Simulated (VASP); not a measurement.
# TaN (Fm-3m) in VASP: a series of runs, part 2 of 2

VASP 6.6.1.

## 3. Electrostatic potential, LDA

This run uses another cell than the first one, of 10.33 Å³/atom, 0.977 times its volume.

INCAR

```
PREC = Accurate
ENCUT = 520
EDIFF = 1E-6
ISMEAR = 1
SIGMA = 0.1
LREAL = False
LASPH = True
NELM = 60
ALGO = Fast
ISIF = 2
LWAVE = False
LCHARG = True
LVHAR = True
```

KPOINTS

```
Automatic mesh
0
Gamma
  16 16 16
```

POSCAR

```
TaN                                     
1.0
   -0.0000000000      2.1779376010      2.1779376010
    2.1779376010      0.0000000000      2.1779376010
    2.1779376010      2.1779376010     -0.0000000000
  Ta              N             
     1     1
Direct
     1.0000000000000000    1.0000000000000000    0.0000000000000000
     0.5000000000000000    0.5000000000000000    0.5000000000000000
```

Potentials or basis: VASP PAW LDA potentials, release 64 (Ta_pv, N).

Started as:

```bash
> cat potpaw_LDA.64/Ta_pv/POTCAR potpaw_LDA.64/N/POTCAR > POTCAR
> mpirun -np 1 vasp_std > vasp.out
```

OUTCAR:

```text
PREC = Accurate
   ENCUT = 520
   EDIFF = 1E-6
   ISMEAR = 1
   LREAL = False
   LASPH = True
   NELM = 60
   ISIF = 2

 ion  position               nearest neighbor table
   1  0.000  0.000  0.000-   2 2.18   2 2.18   2 2.18   2 2.18   2 2.18   2 2.18
   2  0.500  0.500  0.500-   1 2.18   1 2.18   1 2.18   1 2.18   1 2.18   1 2.18

  LATTYP: Found a face centered cubic cell.
 ALAT       =     4.3558752020

  Lattice vectors:

 A1 = (   0.0000000000,   2.1779376010,   2.1779376010)
 A2 = (   2.1779376010,   0.0000000000,   2.1779376010)
 A3 = (   2.1779376010,   2.1779376010,   0.0000000000)

Analysis of symmetry for initial positions (statically):
=====================================================================
 Subroutine PRICEL returns:
 Original cell was already a primitive cell.

 Routine SETGRP: Setting up the symmetry group for a
 face centered cubic supercell.

 Subroutine GETGRP returns: Found 48 space group operations
 (whereof 48 operations were pure point group operations)
 out of a pool of 48 trial point group operations.

The static configuration has the point symmetry O_h .

[... 165 lines left out ...]
 cond. band min:       9.7293967970   @ k =  -0.3125   0.3125   0.1250
 fundamental gap:      0.0184828652
 Fermi energy:         9.7239278415

 k-point     1 :       0.0000    0.0000    0.0000
  band No.  band energies     occupation
      1     -25.7733      2.00000
      2     -25.7733      2.00000
      3     -25.7733      2.00000
      4      -9.1122      2.00000
      5       5.8811      2.00000
      6       5.8811      2.00000
      7       5.8811      2.00000
      8       7.5182      2.00000
      9       7.5182      2.00000
     10       7.5182      2.00000
     11       9.7354      0.80728
     12       9.7355      0.80630
[... 331 lines left out ...]
 k-point    24 :      -0.0625    0.0625    0.0000
  band No.  band energies     occupation
      1     -25.8693      2.00000
      2     -25.7985      2.00000
      3     -25.7755      2.00000
      4      -8.8438      2.00000
      5       4.6464      2.00000
      6       4.9360      2.00000
      7       5.3002      2.00000
      8       7.6988      2.00000
      9       7.9463      2.00000
     10       8.2580      2.00000
     11      10.2087     -0.00000
     12      12.4740      0.00000

 [... further k-points ...]
[... 5 lines left out ...]
  --------------------------------------------------------------------------------------
  -------------------------------------------------------------------------------------
  Total        0.0111470      0.0111470      0.0111470      0.0000000      0.0000000      0.0000000
  in kB        0.8643777      0.8643777      0.8643777      0.0000000      0.0000000      0.0000000
  external PRESSURE =       0.8643777 kB  Pullay stress =       0.0000000 kB

 VOLUME and BASIS-vectors are now :
 -----------------------------------------------------------------------------
  energy-cutoff  :      520.00
  volume of cell :       20.66
      direct lattice vectors                 reciprocal lattice vectors
     0.000000000  2.177937601  2.177937601    -0.229574989  0.229574989  0.229574989
     2.177937601  0.000000000  2.177937601     0.229574989 -0.229574989  0.229574989
     2.177937601  2.177937601  0.000000000     0.229574989  0.229574989 -0.229574989

 POSITION                                       TOTAL-FORCE (eV/Angst)
 -----------------------------------------------------------------------------------
      0.00000      0.00000      0.00000        -0.000000      0.000000      0.000000
      2.17794      2.17794      2.17794         0.000000     -0.000000     -0.000000
 -----------------------------------------------------------------------------------
    total drift:                                0.000000     -0.000000     -0.000000

  FREE ENERGIE OF THE ION-ELECTRON SYSTEM (eV)
  ---------------------------------------------------
  free  energy   TOTEN  =       -24.1455723143 eV

  energy  without entropy=      -24.1446075659  energy(sigma->0) =      -24.14525073
```

OSZICAR:

```text
N       E                     dE             d eps       ncg     rms          rms(c)
DAV:   1     0.960007323651E+02    0.96001E+02   -0.90924E+03  3480   0.139E+03
DAV:   2    -0.232854323913E+02   -0.11929E+03   -0.11402E+03  4156   0.340E+02
DAV:   3    -0.271327306418E+02   -0.38473E+01   -0.37557E+01  4324   0.574E+01
DAV:   4    -0.271771787107E+02   -0.44448E-01   -0.44183E-01  3912   0.576E+00
DAV:   5    -0.271778699051E+02   -0.69119E-03   -0.69089E-03  4392   0.507E-01    0.255E+01
RMM:   6    -0.242202939703E+02    0.29576E+01   -0.95850E+00  4228   0.210E+01    0.113E+01
RMM:   7    -0.241762638216E+02    0.44030E-01   -0.89609E-01  4334   0.626E+00    0.673E+00
RMM:   8    -0.241504460237E+02    0.25818E-01   -0.20771E-01  4081   0.349E+00    0.837E-01
RMM:   9    -0.241480909618E+02    0.23551E-02   -0.81387E-02  4541   0.171E+00    0.523E-01
RMM:  10    -0.241460065275E+02    0.20844E-02   -0.60012E-03  4346   0.577E-01    0.241E-01
RMM:  11    -0.241455714982E+02    0.43503E-03   -0.31872E-03  4432   0.396E-01    0.534E-02
RMM:  12    -0.241455754735E+02   -0.39753E-05   -0.31382E-04  4515   0.139E-01    0.608E-02
RMM:  13    -0.241455722161E+02    0.32574E-05   -0.63679E-05  4566   0.589E-02    0.923E-03
RMM:  14    -0.241455723828E+02   -0.16675E-06   -0.11773E-05  3997   0.231E-02    0.487E-03
RMM:  15    -0.241455723143E+02    0.68519E-07   -0.21424E-06  3001   0.101E-02
   1 F= -.24145572E+02 E0= -.24145251E+02  d E =-.964748E-03
```

Wall time 12 s (1 thread of Intel Xeon 6975P-C (Granite Rapids), shared host); peak memory 0.16 GiB.

What came out:

```
Free energy            : -24.1456 eV
Pressure               : 0.1 GPa
Band gap on the k mesh : none (metal or under the smearing width)
```

The run has no spin-orbit coupling, so splittings on Ta are missing.
